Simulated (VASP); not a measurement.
CdS in VASP 6.6.1, single-point calculation

INCAR

```
LREAL = .FALSE.
PREC = Accurate
ISMEAR = -1
LWAVE = .FALSE.
LASPH = .TRUE.
NELM = 61
ALGO = Damped
ISIF = 2
GGA = PE
NSW = 0
NBANDS = 16
EDIFF = 1E-7
TIME = 8
LCHARG = .FALSE.
SIGMA = 0.02
ENCUT = 520
IBRION = -1
```

KPOINTS

```
KPOINTS created by Atomic Simulation Environment
0
Gamma
8 8 8
0 0 0
```

POSCAR

```
Cd S
 1.0000000000000000
     0.0000000000000000    2.8510383978000000    2.8510383978000000
     2.8510383978000000    0.0000000000000000    2.8510383978000000
     2.8510383978000000    2.8510383978000000    0.0000000000000000
 Cd  S
   1   1
Cartesian
  0.0000000000000000  0.0000000000000000  0.0000000000000000
  1.4255191988999998  1.4255191988999998  1.4255191988999998
```

The recommended PBE PAW datasets give the neutral cell 18 valence electrons.

Command

```
mpirun -np 1 vasp_std
```

OSZICAR

```
N       E                     dE             d eps       ncg     rms           ort
DAV:   1     0.187613114224E+03    0.18761E+03   -0.88638E+03   464   0.110E+03
DAV:   2     0.252033310917E+02   -0.16241E+03   -0.14904E+03   464   0.321E+02
DAV:   3    -0.219643070403E+01   -0.27400E+02   -0.26653E+02   464   0.130E+02
DAV:   4    -0.612623773982E+01   -0.39298E+01   -0.38712E+01   464   0.545E+01
DAV:   5    -0.648543972541E+01   -0.35920E+00   -0.35500E+00   464   0.162E+01
SDA:   6    -0.533150822677E+01    0.11539E+01   -0.18514E+02   464   0.231E+01   0.000E+00
DMP:   7     0.104729794152E+03    0.11006E+03   -0.24460E+04   464   0.298E+03  -0.219E+02
DMP:   8     0.105636828017E+04    0.95164E+03   -0.74711E+04   464   0.925E+03  -0.262E+02
DMP:   9     0.449508532948E+03   -0.60686E+03   -0.84995E+04   464   0.104E+04  -0.582E+02
DMP:  10     0.118147735881E+04    0.73197E+03   -0.26713E+05   464   0.330E+04  -0.108E+03
...
DMP:  53     0.402429594817E+03   -0.23598E+02   -0.92637E+03   464   0.916E+02  -0.725E+02
DMP:  54     0.353459601883E+03   -0.48970E+02   -0.73250E+03   464   0.730E+02  -0.558E+02
DMP:  55     0.343373498346E+03   -0.10086E+02   -0.68411E+03   464   0.695E+02  -0.481E+02
DMP:  56     0.298969580274E+03   -0.44404E+02   -0.54149E+03   464   0.536E+02  -0.424E+02
DMP:  57     0.314711010406E+03    0.15741E+02   -0.57029E+03   464   0.592E+02  -0.362E+02
DMP:  58     0.280378084403E+03   -0.34333E+02   -0.45815E+03   464   0.449E+02  -0.371E+02
DMP:  59     0.282841894488E+03    0.24638E+01   -0.43915E+03   464   0.441E+02  -0.323E+02
DMP:  60     0.270958006387E+03   -0.11884E+02   -0.39998E+03   464   0.405E+02  -0.285E+02
DMP:  61     0.264016159215E+03   -0.69418E+01   -0.37522E+03   464   0.386E+02  -0.250E+02
   1 F= 0.26401616E+03 E0= 0.26401616E+03  d E =0.000000E+00
```

Standard output (part)

```
POSCAR found type information on POSCAR CdS
 POSCAR found :  2 types and       2 ions
 LDA part: xc-table for (Slater+PW92), standard interpolation
 POSCAR, INCAR and KPOINTS ok, starting setup
 WAVECAR not read
 entering main loop
 final diagonalization occupied
|     The electronic self-consistency was not achieved in the given           |
|     number of steps (NELM). The forces and other quantities evaluated       |
|     might not be reliable so examine the results carefully. If you find     |
|     spurious results, we suggest increasing NELM, if you were close to      |
|     convergence or switching to a different ALGO or adjusting the           |
|     density mixing parameters otherwise.                                    |
```

It didn't converge.

Q: Why shouldn't this run be trusted?

A: Damping step far too long. It didn't converge.
